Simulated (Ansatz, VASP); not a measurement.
# P in VASP and in Ansatz

INCAR

```
SYSTEM = P
  ALGO = Normal
  EDIFF = 1E-6
  ENCUT = 520
  GGA = PE
  ISIF = 2
  ISMEAR = 0
  LASPH = .TRUE.
  LCHARG = .FALSE.
  LREAL = .FALSE.
  LWAVE = .FALSE.
  NBANDS = 12
  NELM = 60
  PREC = Accurate
  SIGMA = 0.1
```

The input KPOINTS:

```
k-points
0
G
  6 6 6
  0 0 0
```

File POSCAR:

```
P
1.0
    2.6996369908      0.0000000000     -0.0269110618
    0.0000000000      3.7348572561      0.0000000000
   -0.0716187503      0.0000000000      3.8325821714
P
2
Direct
    1.0042571949      0.7500000000      0.7668382306
   -0.0042571949      0.2500000000      0.2331617694
```

Input for Ansatz:

```yaml
crystal:
  lattice:
    - [2.6996369908, 0.0, -0.0269110618]
    - [0.0, 3.7348572561, 0.0]
    - [-0.0716187503, 0.0, 3.8325821714]
  atoms:
    - { symbol: P, position: [1.0042571949, 0.75, 0.7668382306] }
    - { symbol: P, position: [-0.0042571949, 0.25, 0.2331617694] }
basis:
  ecutwfc: 420
kpoints:
  mp_grid: { grid: [6, 6, 6] }
hamiltonian:
  xc: pbe
scf:
  occupations: { method: gaussian, width: 0.1 }
output:
  forces: true
  stress: true
  eigenvalues: true
```

Alike in both runs: task single point; functional PBE; k mesh 6 × 6 × 6; occupations gaussian, width 0.1 eV; no spin polarisation.

```csv
,VASP,Ansatz
version,VASP 6.6.1,Ansatz 0.2.0
potentials or method,"VASP PAW PBE potentials, release 64 (P)","scalar-relativistic, plane waves, PAW"
plane-wave cutoff (eV),520,420
valence electrons in the cell,10,10
```

```csv
,VASP,Ansatz,Ansatz less VASP
gap on the k mesh at the Fermi level (eV),none,none,-
pressure (GPa),-15.5,-15.5,+0.08
largest component of the traceless stress (GPa),1.67,1.67,+0.002
rms of the force components (eV/Å),0.321,0.313,-0.0071
```

Atom by atom the forces differ by 0.007 eV/Å (rms over components). A gap of «none» marks a metal or a gap that the smearing closes. With one functional, cell and mesh, what is left measures potentials, basis and numerics.

Caveats: the k mesh is coarse (spacing up to 0.39 Å⁻¹), so the values aren't converged; so large a pressure means that the cell lies far from this level's equilibrium, or that cutoff or potentials fall short (VASP).
